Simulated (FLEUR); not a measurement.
Crystal: CdS (Greenockite).

```
Cd S
1.0
     4.15000    0.00000    0.00000
    -2.07500    3.59401    0.00000
     0.00000    0.00000    6.73700
Cd S
2 2
Direct
  0.66667 0.33333 0.50000
  0.33333 0.66667 0.00000
  0.66667 0.33333 0.87500
  0.33333 0.66667 0.37500
```

Base run:

| Property | Result |
| --- | --- |
| Program | FLEUR MaX-R8.1 (patched build s14) |
| Functional | LDA (Moruzzi-Janak-Williams) |
| Potentials or basis | all-electron |
| Basis | FLAPW |
| Kmax | 4.21 1/bohr |
| k mesh | 7 × 7 × 4 |
| Occupations | fermi-dirac, width 0.05 eV |
| Spin | no spin polarisation |

Its results: band gap on the k mesh 0.90 eV, direct.

Task: The run is repeated on the same cell with these changes: functional from LDA (Moruzzi-Janak-Williams) to LDA exchange alone (X-alpha). What comes out?

Result: Band gap on the k mesh 0.77 eV, direct.
